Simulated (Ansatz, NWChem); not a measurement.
## Heat of formation of C2H2Cl2 (SMILES Cl/C=C\Cl) from total energies

C2H2Cl2 has 6 atoms, charge 0, and is taken as a singlet. As SMILES, `Cl/C=C\Cl`. The coordinates come from a PBE0-D4/def2-TZVP relaxation.

Total energies at r2SCAN/6-311+G** (NWChem 7.3.0); the atoms run unrestricted:

| species | state | energy (Eh) |
| --- | --- | --- |
| C2H2Cl2 | singlet | -997.717116 |
| Cl | doublet | -460.114208 |
| C | triplet | -37.830502 |
| H | doublet | -0.499928 |

Harmonic wavenumbers at PBE0-D4/def2-TZVP, in cm⁻¹: 165, 429, 586, 718, 742, 879, 916, 1209, 1317, 1672, 3217, 3238.

Measured heats of formation of the gaseous atoms at 298.15 K, in kJ/mol: Cl 121.3, C 716.9, H 218.0. Spin-orbit lowering of the atoms at 298 K (mean of the ground term's levels less their thermal mean, from spectra), in kJ/mol: Cl 3.44, C 0.02. Take 1 Eh = 2625.50 kJ/mol, 1 cm⁻¹ = 0.0119627 kJ/mol, RT = 2.479 kJ/mol.

Problem. What heat of formation follows?

Solution. 
1. Electronic atomisation energy: 2 × (-460.114208) + 2 × (-37.830502) + 2 × (-0.499928) − (-997.717116) = 0.827840 Eh = 2173.5 kJ/mol.
2. Zero-point energy: half the sum of the wavenumbers, 7544 cm⁻¹ = 90.2 kJ/mol.
3. Thermal vibrational enthalpy, Σ hcν̃/(exp(hcν̃/kT) − 1): 3.7 kJ/mol. Translation, rotation and pV of a non-linear molecule: 4 RT = 9.9 kJ/mol.
4. The 6 free atoms carry 5/2 RT each: 37.2 kJ/mol.
5. Spin-orbit coupling lowers the free atoms by 2 × 3.44 + 2 × 0.02 = 6.9 kJ/mol.
6. Atomisation enthalpy at 298 K: 2173.5 − 6.9 − 90.2 − 3.7 − 9.9 + 37.2 = 2100.0 kJ/mol.
7. Sum of the atoms' heats of formation: 2112.4 kJ/mol. Heat of formation: 2112.4 − 2100.0 = +12.4 kJ/mol.

The tabulated value is +4.6 kJ/mol (CRC Handbook of Chemistry and Physics), so this level is off by +7.8 kJ/mol, or 0.4 % of the atomisation enthalpy that the table implies (2107.8 kJ/mol). Anharmonicity and any spin-orbit splitting of the molecule are left out.
